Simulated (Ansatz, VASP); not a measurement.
Se: VASP beside Ansatz

File INCAR:

```
ALGO = Normal ; EDIFF = 1E-7
ENCUT = 520 ; GGA = CA
ISIF = 2 ; ISMEAR = -1
LASPH = T ; LCHARG = T
LELF = T ; LREAL = F
LVHAR = T ; LWAVE = F
NBANDS = 16 ; NELM = 60
PREC = Accurate ; SIGMA = 0.05
```

KPOINTS

```
k-points
0
Gamma
  7 7 6
```

POSCAR

```
Se
1.0
    4.3662000000      0.0000000000      0.0000000000
   -2.1831000000      3.7812401180      0.0000000000
    0.0000000000      0.0000000000      4.9536000000
Se
3
Direct
    0.7746000000      0.7746000000      0.0000000000
    0.0000000000      0.2254000000      0.6666666667
    0.2254000000      0.0000000000      0.3333333333
```

File input.yaml:

```yaml
crystal:
  lattice:
    - [4.3662, 0.0, 0.0]
    - [-2.1831, 3.781240118, 0.0]
    - [0.0, 0.0, 4.9536]
  atoms:
    - { symbol: Se, position: [0.7746, 0.7746, 0.0] }
    - { symbol: Se, position: [0.0, 0.2254, 0.6666666667] }
    - { symbol: Se, position: [0.2254, 0.0, 0.3333333333] }
kpoints:
  mp_grid: { grid: [7, 7, 6] }
  band_path:
    path:
      - [0.0, 0.0, 0.0]
      - [0.5, 0.0, 0.0]
      - [0.3333333333, 0.3333333333, 0.0]
      - [0.0, 0.0, 0.0]
      - [0.0, 0.0, 0.5]
      - [0.5, 0.0, 0.5]
      - [0.3333333333, 0.3333333333, 0.5]
      - [0.0, 0.0, 0.5]
    npoints: 6
scf:
  occupations: { method: fermi_dirac, width: 0.05 }
hamiltonian:
  xc: lda
  pseudopotentials: { kind: all_electron, lapw: { basis_error: 0.002 } }
output:
  forces: true
  stress: true
  eigenvalues: true
```

Alike in both runs: functional LDA; k mesh 7 × 7 × 6; occupations fermi-dirac, width 0.05 eV; no spin polarisation.

|  | VASP | Ansatz |
| --- | --- | --- |
| version | VASP 6.6.1 | Ansatz 0.2.0 |
| potentials or method | VASP PAW LDA potentials, release 64 (Se) | all-electron LAPW, scalar-relativistic |
| plane-wave cutoff (eV) | 520 | see its input |
| task | single point | band structure |

Ansatz gave:

* gap on the k mesh at the Fermi level (eV): 1.10
* least direct gap on the mesh (eV): 1.41
* pressure (GPa): -1.3
* largest component of the traceless stress (GPa): 0.88
* rms of the force components (eV/Å): 0.122

Q: Estimate VASP's values.

A: gap on the k mesh at the Fermi level (eV): 1.09; least direct gap on the mesh (eV): 1.39; pressure (GPa): -1.1; largest component of the traceless stress (GPa): 0.97; rms of the force components (eV/Å): 0.152.

Atom by atom the forces differ by 0.030 eV/Å (rms over components). Ansatz ran all-electron here, so the differences hold the error of VASP's frozen core and of both bases.

Caveats: an odd mesh through Γ misses points on the zone boundary, where band edges often lie (VASP); the mesh misses the band edges, which the band path finds closer together (Ansatz).
